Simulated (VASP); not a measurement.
A run of VASP 6.6.1 is set up as follows.

File INCAR:

```
PREC = Accurate
ENCUT = 520
EDIFF = 1E-7
ISMEAR = 0
SIGMA = 0.03
LREAL = F
LASPH = T
NELM = 80
ALGO = Fast
ISIF = 2
LWAVE = F
LCHARG = F
GGA = PS
NBANDS = 16
ICORELEVEL = 1
```

File KPOINTS:

```
regular mesh
0
Gamma
  8 8 8
```

Contents of POSCAR:

```
CdTe                                    
1.0
    0.0000000000      3.2477981882      3.2477981882
    3.2477981882      0.0000000000      3.2477981882
    3.2477981882      3.2477981882      0.0000000000
  Cd              Te            
     1     1
Direct
     0.0000000000000000    0.0000000000000000    0.0000000000000000
     0.2500000000000000    0.2500000000000000    0.2500000000000000
```

The input KPOINTS_OPT:

```
explicit points
109
Reciprocal
 0.0000000000  0.0000000000  0.0000000000 1
 0.0555555556  0.0000000000  0.0555555556 1
 0.1111111111  0.0000000000  0.1111111111 1
 0.1666666667  0.0000000000  0.1666666667 1
 0.2222222222  0.0000000000  0.2222222222 1
 0.2777777778  0.0000000000  0.2777777778 1
 0.3333333333  0.0000000000  0.3333333333 1
 0.3888888889  0.0000000000  0.3888888889 1
 0.4444444444  0.0000000000  0.4444444444 1
 0.5000000000  0.0000000000  0.5000000000 1
 0.5000000000  0.0000000000  0.5000000000 1
 0.5000000000  0.0277777778  0.5277777778 1
 0.5000000000  0.0555555556  0.5555555556 1
 0.5000000000  0.0833333333  0.5833333333 1
 0.5000000000  0.1111111111  0.6111111111 1
 0.5000000000  0.1388888889  0.6388888889 1
 0.5000000000  0.1666666667  0.6666666667 1
 0.5000000000  0.1944444444  0.6944444444 1
 0.5000000000  0.2222222222  0.7222222222 1
 0.5000000000  0.2500000000  0.7500000000 1
 0.5000000000  0.2500000000  0.7500000000 1
 0.4861111111  0.2638888889  0.7500000000 1
 0.4722222222  0.2777777778  0.7500000000 1
 0.4583333333  0.2916666667  0.7500000000 1
 0.4444444444  0.3055555556  0.7500000000 1
 0.4305555556  0.3194444444  0.7500000000 1
 0.4166666667  0.3333333333  0.7500000000 1
 0.4027777778  0.3472222222  0.7500000000 1
 0.3888888889  0.3611111111  0.7500000000 1
 0.3750000000  0.3750000000  0.7500000000 1
 0.3750000000  0.3750000000  0.7500000000 1
 0.3333333333  0.3333333333  0.6666666667 1
 0.2916666667  0.2916666667  0.5833333333 1
 0.2500000000  0.2500000000  0.5000000000 1
 0.2083333333  0.2083333333  0.4166666667 1
 0.1666666667  0.1666666667  0.3333333333 1
 0.1250000000  0.1250000000  0.2500000000 1
 0.0833333333  0.0833333333  0.1666666667 1
 0.0416666667  0.0416666667  0.0833333333 1
 0.0000000000  0.0000000000  0.0000000000 1
 0.0000000000  0.0000000000  0.0000000000 1
 0.0555555556  0.0555555556  0.0555555556 1
 0.1111111111  0.1111111111  0.1111111111 1
 0.1666666667  0.1666666667  0.1666666667 1
 0.2222222222  0.2222222222  0.2222222222 1
 0.2777777778  0.2777777778  0.2777777778 1
 0.3333333333  0.3333333333  0.3333333333 1
 0.3888888889  0.3888888889  0.3888888889 1
 0.4444444444  0.4444444444  0.4444444444 1
 0.5000000000  0.5000000000  0.5000000000 1
 0.5000000000  0.5000000000  0.5000000000 1
 0.5138888889  0.4722222222  0.5138888889 1
 0.5277777778  0.4444444444  0.5277777778 1
 0.5416666667  0.4166666667  0.5416666667 1
 0.5555555556  0.3888888889  0.5555555556 1
 0.5694444444  0.3611111111  0.5694444444 1
 0.5833333333  0.3333333333  0.5833333333 1
 0.5972222222  0.3055555556  0.5972222222 1
 0.6111111111  0.2777777778  0.6111111111 1
 0.6250000000  0.2500000000  0.6250000000 1
 0.6250000000  0.2500000000  0.6250000000 1
 0.6111111111  0.2500000000  0.6388888889 1
 0.5972222222  0.2500000000  0.6527777778 1
 0.5833333333  0.2500000000  0.6666666667 1
 0.5694444444  0.2500000000  0.6805555556 1
 0.5555555556  0.2500000000  0.6944444444 1
 0.5416666667  0.2500000000  0.7083333333 1
 0.5277777778  0.2500000000  0.7222222222 1
 0.5138888889  0.2500000000  0.7361111111 1
 0.5000000000  0.2500000000  0.7500000000 1
 0.5000000000  0.2500000000  0.7500000000 1
 0.5000000000  0.2777777778  0.7222222222 1
 0.5000000000  0.3055555556  0.6944444444 1
 0.5000000000  0.3333333333  0.6666666667 1
 0.5000000000  0.3611111111  0.6388888889 1
 0.5000000000  0.3888888889  0.6111111111 1
 0.5000000000  0.4166666667  0.5833333333 1
 0.5000000000  0.4444444444  0.5555555556 1
 0.5000000000  0.4722222222  0.5277777778 1
 0.5000000000  0.5000000000  0.5000000000 1
 0.5000000000  0.5000000000  0.5000000000 1
 0.4861111111  0.4861111111  0.5277777778 1
 0.4722222222  0.4722222222  0.5555555556 1
 0.4583333333  0.4583333333  0.5833333333 1
 0.4444444444  0.4444444444  0.6111111111 1
 0.4305555556  0.4305555556  0.6388888889 1
 0.4166666667  0.4166666667  0.6666666667 1
 0.4027777778  0.4027777778  0.6944444444 1
 0.3888888889  0.3888888889  0.7222222222 1
 0.3750000000  0.3750000000  0.7500000000 1
 0.6250000000  0.2500000000  0.6250000000 1
 0.6111111111  0.2222222222  0.6111111111 1
 0.5972222222  0.1944444444  0.5972222222 1
 0.5833333333  0.1666666667  0.5833333333 1
 0.5694444444  0.1388888889  0.5694444444 1
 0.5555555556  0.1111111111  0.5555555556 1
 0.5416666667  0.0833333333  0.5416666667 1
 0.5277777778  0.0555555556  0.5277777778 1
 0.5138888889  0.0277777778  0.5138888889 1
 0.5000000000  0.0000000000  0.5000000000 1
 0.0000000000  0.0000000000  0.0000000000 1
 0.3750000000  0.3750000000  0.7500000000 1
 0.5000000000  0.5000000000  0.5000000000 1
 0.6250000000  0.2500000000  0.6250000000 1
 0.5000000000  0.2500000000  0.7500000000 1
 0.5000000000  0.0000000000  0.5000000000 1
 0.4000000000  0.0000000000  0.4000000000 1
 0.4250000000  0.0000000000  0.4250000000 1
 0.4500000000  0.0000000000  0.4500000000 1
```

Potentials or basis: VASP PAW PBE potentials, release 64 (Cd, Te).

Run with:

```sh
$ cat potpaw_PBE.64/Cd/POTCAR potpaw_PBE.64/Te/POTCAR > POTCAR
$ mpirun -np 1 vasp_std > vasp.out
```

Task: Predict the pressure.

Result: 0.0 GPa.

Task: Estimate the band gap along the path.

Result: 0.64 eV, direct.

Task: What does it give for the band gap on the k mesh?

Result: 0.64 eV, direct.

Levels at the corners of the path, in eV from the valence-band top:
| point | band 5 | band 6 | band 7 | band 8 | band 9 | band 10 | band 11 | band 12 | band 13 | band 14 |
| --- | --- | --- | --- | --- | --- | --- | --- | --- | --- | --- |
| Γ | -7.97 | -7.97 | 0.00 | 0.00 | 0.00 | 0.64 | 4.55 | 4.55 | 4.55 | 7.29 |
| X | -7.94 | -7.50 | -4.32 | -1.86 | -1.86 | 2.51 | 2.60 | 8.69 | 9.04 | 9.04 |
| X | -7.94 | -7.50 | -4.32 | -1.86 | -1.86 | 2.51 | 2.60 | 8.69 | 9.04 | 9.04 |
| W | -7.97 | -7.42 | -4.19 | -2.33 | -2.20 | 4.20 | 4.59 | 5.47 | 6.20 | 9.54 |
| W | -7.97 | -7.42 | -4.19 | -2.33 | -2.20 | 4.20 | 4.59 | 5.47 | 6.20 | 9.54 |
| K | -7.96 | -7.45 | -4.22 | -2.56 | -1.54 | 2.81 | 4.44 | 7.23 | 7.40 | 7.69 |
| K | -7.96 | -7.45 | -4.22 | -2.56 | -1.54 | 2.81 | 4.44 | 7.23 | 7.40 | 7.69 |
| Γ | -7.97 | -7.97 | 0.00 | 0.00 | 0.00 | 0.64 | 4.55 | 4.55 | 4.55 | 7.29 |
| Γ | -7.97 | -7.97 | 0.00 | 0.00 | 0.00 | 0.64 | 4.55 | 4.55 | 4.55 | 7.29 |
| L | -7.96 | -7.63 | -4.44 | -0.77 | -0.77 | 1.73 | 5.13 | 5.13 | 6.93 | 8.50 |
| L | -7.96 | -7.63 | -4.44 | -0.77 | -0.77 | 1.73 | 5.13 | 5.13 | 6.93 | 8.50 |
| U | -7.96 | -7.45 | -4.22 | -2.56 | -1.54 | 2.81 | 4.44 | 7.23 | 7.40 | 7.69 |
| U | -7.96 | -7.45 | -4.22 | -2.56 | -1.54 | 2.81 | 4.44 | 7.23 | 7.40 | 7.69 |
| W | -7.97 | -7.42 | -4.19 | -2.33 | -2.20 | 4.20 | 4.59 | 5.47 | 6.20 | 9.54 |
| W | -7.97 | -7.42 | -4.19 | -2.33 | -2.20 | 4.20 | 4.59 | 5.47 | 6.20 | 9.54 |
| L | -7.96 | -7.63 | -4.44 | -0.77 | -0.77 | 1.73 | 5.13 | 5.13 | 6.93 | 8.50 |
| L | -7.96 | -7.63 | -4.44 | -0.77 | -0.77 | 1.73 | 5.13 | 5.13 | 6.93 | 8.50 |
| K | -7.96 | -7.45 | -4.22 | -2.56 | -1.54 | 2.81 | 4.44 | 7.23 | 7.40 | 7.69 |
| U | -7.96 | -7.45 | -4.22 | -2.56 | -1.54 | 2.81 | 4.44 | 7.23 | 7.40 | 7.69 |
| X | -7.94 | -7.50 | -4.32 | -1.86 | -1.86 | 2.51 | 2.60 | 8.69 | 9.04 | 9.04 |

Caveat: the PAW data sets were made with another functional, which shifts forces and pressure a little; spin-orbit coupling is left out, which moves the levels of the heavy elements.

**What was measured.**

A printed reference work, data compilation reports, for a bulk crystal of CdTe at 0 K: band gap 1.607 eV.

Against the measured gap of CdTe, 1.607 eV (0 K; a printed reference work, data compilation), the calculated 0.64 eV is off by -0.96 eV. Spin-orbit coupling on Cd, Te is left out. The value is that of PBEsol, without temperature or zero-point motion. Semilocal functionals fall short of measured gaps as a rule.
